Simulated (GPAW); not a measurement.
A run of GPAW 26.7.0:

File run.py:

```python
from ase import Atoms
from ase.filters import FrechetCellFilter
from ase.io import write
from ase.optimize import FIRE
from ase.units import GPa
from gpaw import GPAW, PW, setup_paths

setup_paths.insert(0, '.')

atoms = Atoms(['Zn', 'Zn', 'S', 'S'],
              cell=[[3.811, 0.0, 0.0],
                    [-1.9055, 3.3004228138, 0.0],
                    [0.0, 0.0, 6.234]],
              scaled_positions=[[0.6666666667, 0.3333333333, 0.5],
                                [0.3333333333, 0.6666666667, 0.0],
                                [0.6666666667, 0.3333333333, 0.885],
                                [0.3333333333, 0.6666666667, 0.385]],
              pbc=True)

calc = GPAW(mode=PW(600),
            xc='GGA_X_SOGGA+GGA_C_PBE_SOL',
            kpts={'size': (6, 6, 3), 'gamma': True},
            occupations={'name': 'fermi-dirac', 'width': 0.05},
            nbands=31,
            convergence={'density': 1e-06, 'energy': 1e-06, 'eigenstates': 1e-10},
            maxiter=150,
            txt='gpaw.txt')
atoms.calc = calc
opt = FIRE(FrechetCellFilter(atoms, scalar_pressure=-1 * GPa), trajectory='relax.traj', logfile='-')
done = opt.run(fmax=0.05, steps=40)
calc.write('gs.gpw')
write('result.traj', atoms)
print('Converged:', done)
print('Cell:', atoms.cell.cellpar().round(4))
print('Volume:', round(atoms.get_volume(), 4))
print(atoms.get_scaled_positions().round(5))
```

Potentials or basis: PAW data sets generated in the run's folder for this functional, pw.

The run is started by

```sh
$ gpaw-setup -f GGA_X_SOGGA+GGA_C_PBE_SOL S Zn
$ OMP_NUM_THREADS=1 python run.py
```

Hardware: 1 thread of Intel(R) Xeon(R) 6975P-C (Granite Rapids) (shared host).

Question: Estimate the wall time of this run.

Answer: Wall time 2.8 min on 1 thread of Intel(R) Xeon(R) 6975P-C (Granite Rapids) (shared host), peak memory 0.36 GiB. Counts: scf iterations 121, plane waves 2641, bands 31, k points 17, ion steps 13.
